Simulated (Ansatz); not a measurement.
α-quartz-type GeO2 (metastable phase) was calculated with PBE-D4 (PAW; Ansatz, an electronic-structure program).

Numerical settings: plane-wave cutoff 500 eV, 12×12×6 k mesh (along the axes of the cell as run), gaussian smearing 0.02 eV, scalar-relativistic PAW data made under PBE.

Cell (relaxed at this level):

GeO₂ is taken in the trigonal space group P3₂21 (No. 154), Pearson symbol hP9. Conventional cell: a = 4.970 Å, b = 4.970 Å, c = 5.712 Å, α = 90.00°, β = 90.00°, γ = 120.00°. Ge on 3a is surrounded by 4 O at 1.762–1.770 Å (tetrahedral). O on 6c is surrounded by 2 Ge at 1.762–1.770 Å (bent). (Neighbours: up to the widest gap in distance over summed covalent radii, below 1.35, at either atom.)

What does this level give for the band gap?


* **band gap**: 3.32 eV (on the SCF k mesh)

Spin–orbit coupling is not included.

Computed values are for the static lattice.
